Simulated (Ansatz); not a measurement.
Set up this calculation in Ansatz 0.2.0, as the native input.

- Task: single point
- Functional: PBE
- Potentials or basis: Ansatz PAW
- Cutoff: 420 eV (not typed: the program's choice for these potentials)
- k mesh: 13 × 13 × 13
- Occupations: gaussian, width 0.023 eV
- Spin: collinear spin, ferromagnetic start
- Starting moments: [3.0] μB

Crystal: Fe.

```xyz
1
Lattice="0.0000 1.9417 1.9651 1.4984 0.0000 1.9651 1.4984 1.9417 0.0000" Properties=species:S:1:pos:R:3 pbc="T T T"
Fe    0.0000    0.0000    0.0000
```

The input as run:

input.yaml

```yaml
crystal:
  lattice:
    - [0.0, 1.9417396906, 1.9651051623]
    - [1.4984397099, 0.0, 1.9651051623]
    - [1.4984397099, 1.9417396906, 0.0]
  atoms:
    - { symbol: Fe, position: [0.0, 0.0, 0.0], spin: 3.0 }
hamiltonian:
  xc: pbe
  pseudopotentials: { kind: paw }
magnetization:
  spin_polarized: true
kpoints:
  mp_grid: { grid: [13, 13, 13] }
scf:
  occupations: { method: gaussian, width: 0.023 }
output:
  forces: true
  stress: true
  eigenvalues: true
  write_density: true
  write_potential: true
  elf: true
  volumetric_format: npy
```

Potentials or basis: Ansatz PAW.

Run with:

```bash
$ ansatz run input.yaml --threads 2 --pin off --max-ram 5632MiB --backend cpu --events-out ev --progress --plain --runs-dir out
```

Results of the run:

```json
{
 "Pressure": "-1.3 GPa",
 "Band gap on the k mesh": "none (metal or under the smearing width)",
 "Net moment": "2.17 μB per cell",
 "Absolute moment": "2.28 μB per cell",
 "Site moments": "Fe +2.21 μB"
}
```

Run time: 5.1 s on 2 threads of Intel(R) Xeon(R) Platinum 8488C (Sapphire Rapids), with other jobs on the host, peak memory 0.44 GiB.
